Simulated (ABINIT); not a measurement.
Crystal: As.

```
CELL_PARAMETERS angstrom
4.56640 0.00000 0.00000
-2.28320 3.95462 0.00000
0.00000 0.00000 2.83374
ATOMIC_POSITIONS crystal
As 0.33333 0.66667 0.00000
As 0.66667 0.33333 0.00000
```

The cell was built by a generator and needn't be a form met in nature.

| Item | Value |
| --- | --- |
| Program | ABINIT 10.8.3 (patched build) |
| Task | single point |
| Functional | PBE |
| Potentials or basis | JTH PAW PBE v2.0 |
| Cutoff | 408 eV |
| k mesh | 7 × 7 × 9 |
| Occupations | fermi-dirac, width 0.05 eV |
| Spin | no spin polarisation |

On this cell: pressure -0.1 GPa; largest force under 0.003 eV/Å; band gap on the k mesh none (metal or under the smearing width).

The same run follows on a disturbed copy (atoms moved at random, drawn with an rms of 0.05 Å):

```
CELL_PARAMETERS angstrom
4.56640 0.00000 0.00000
-2.28320 3.95462 0.00000
0.00000 0.00000 2.83374
ATOMIC_POSITIONS crystal
As 0.33670 0.67212 0.01110
As 0.67221 0.33843 0.01810
```

Problem. What changes?

Solution. The energy (extrapolated to zero smearing) moves by +0.4 meV/atom; pressure -0.1 GPa; largest force 0.053 eV/Å; band gap on the k mesh none (metal or under the smearing width).

Forces on the atoms (eV/Å):
```
As   0.047 -0.007  0.021
As  -0.047  0.007 -0.021
```

Stress tensor (GPa, compression positive):
```
-1.10  0.12  0.00
 0.12 -1.07  0.00
 0.00  0.00  1.73
```
